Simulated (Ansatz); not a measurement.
## ZrO2: pressure against volume

Reference cell: a measured structure from the Crystallography Open Database (COD), its atoms then relaxed with PBE in this cell.

Space group P4_2/nmc:1 (No. 137); a = 3.5961, c = 5.1770 Å.

```
site  Wyckoff  site symmetry       x       y       z
  Zr       2a           -4m2  0.0000  0.0000  0.0000
   O       4d           2mm.  0.0000  0.5000  0.2012
```

One atom of each set is listed.

The numbers come from a DFT calculation in Ansatz (PBE, plane waves and PAW, scalar-relativistic, 420 eV cutoff, Γ-centred 8×8×6 k-points, Fermi–Dirac smearing 0.02 eV).

The cell is scaled uniformly, and the ions relax again at each size.

| V/V₀ | pressure (GPa) | gap on the k-mesh (eV) |
| --- | --- | --- |
| 0.94 | 20.2 | 4.04 |
| 0.96 | 15.0 | 4.07 |
| 0.98 | 10.1 | 4.08 |
| 1.00 | 5.7 | 4.02 |
| 1.02 | ? | ? |
| 1.04 | -1.6 | 3.89 |
| 1.06 | -4.7 | 3.82 |

(1) Estimate the row at V/V₀ = 1.02, the equilibrium volume and the bulk modulus.

Results:

(1) pressure (GPa): 1.9; gap on the k-mesh (eV): 3.95. Worked: a parabola in ln(V/V₀) through the other 6 rows gives 1.8 GPa there. It crosses zero pressure at V/V₀ = 1.030, the equilibrium volume of this functional, where the bulk modulus is B = −dP/d ln V = 178 GPa. The shape of the cell is held, so in this non-cubic crystal both values are those of uniform scaling, and B is an upper bound to the hydrostatic one. The gap doesn't follow a straight line in the volume: it is largest at V/V₀ = 0.98 (4.08 eV) and smallest at 1.06 (3.82 eV).

PBE gaps are too small, by a third to a half in many semiconductors; their changes with volume are better.
